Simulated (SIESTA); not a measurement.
Crystal: Pd.

```
Pd
1.0
    -1.57228    1.57228    1.57228
     1.57228   -1.57228    1.57228
     1.57228    1.57228   -1.57228
Pd
1
Direct
  0.00000 0.00000 0.00000
```

This isn't the form of Pd at room conditions, which is fcc.

Base run:

```yaml
Program: SIESTA 5.4.2
Functional: PBEsol
Potentials_or_basis: PseudoDojo 0.4 standard (PBEsol files)
Basis: DZP (energy shift 0.003 Ry; two zetas on semicore shells)
Grid_cutoff: 800 Ry
Energy_shift: 0.003 Ry
k_mesh: 12 × 12 × 12
Occupations: fermi-dirac, width 0.05 eV
Spin: no spin polarisation
```

Its results: band gap on the k mesh none (metal or under the smearing width); pressure -9.0 GPa.

Q: The run is repeated on the same cell with these changes: functional from PBEsol to LDA; potentials or basis from PseudoDojo 0.4 standard (PBEsol files) to PseudoDojo 0.4 standard (LDA files). What comes out?

A: Band gap on the k mesh none (metal or under the smearing width); pressure -14.1 GPa.

Caveats: the basis of atomic orbitals isn't converged, which shifts pressures, moduli and gaps.

Not every run made on this cell is shown here.
